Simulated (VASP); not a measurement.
Write the native input for VASP 6.6.1 that does the following.

- Task: single point
- Functional: PBEsol
- Potentials or basis: VASP PAW PBE potentials, release 64 (Nb_sv, H)
- Cutoff: 520 eV
- k mesh: 16 × 16 × 16
- Occupations: fermi-dirac, width 0.15 eV
- Spin: no spin polarisation
- Dipole correction: no
- Further INCAR settings: ALGO = Normal; EDIFF = 1e-06; NBANDS = 14

The structure of NbH2 lies in POSCAR:

```
NbH2
1.0
    0.0000000000      2.2603199092      2.2603199092
    2.2603199092      0.0000000000      2.2603199092
    2.2603199092      2.2603199092      0.0000000000
Nb H
1 2
Direct
    0.0000000000      0.0000000000      0.0000000000
    0.2500000000      0.2500000000      0.2500000000
    0.7500000000      0.7500000000      0.7500000000
```

The cell isn't the ideal one: cell and atoms relaxed tightly for response.

These files were run (other wordings do the same):

INCAR

```
PREC = Accurate
ENCUT = 520
EDIFF = 1E-6
ISMEAR = -1
SIGMA = 0.15
LREAL = F
LASPH = T
NELM = 60
ALGO = Normal
ISIF = 2
LWAVE = F
LCHARG = F
GGA = PS
NBANDS = 14
```

KPOINTS

```
Automatic mesh
0
Gamma
  16 16 16
```

Potentials or basis: VASP PAW PBE potentials, release 64 (Nb_sv, H).

Launch:

```console
$ cat potpaw_PBE.64/Nb_sv/POTCAR potpaw_PBE.64/H/POTCAR > POTCAR
$ mpirun -np 1 vasp_std > vasp.out
```

It gave:

```
Pressure               : -0.4 GPa
Band gap on the k mesh : none (metal or under the smearing width)
```

Caveat: the PAW data sets were made with another functional, which shifts forces and pressure a little.

It took 48 s on 1 thread of Intel(R) Xeon(R) Platinum 8375C CPU @ 2.90GHz (Ice Lake), on a shared host, peak memory 0.17 GiB.
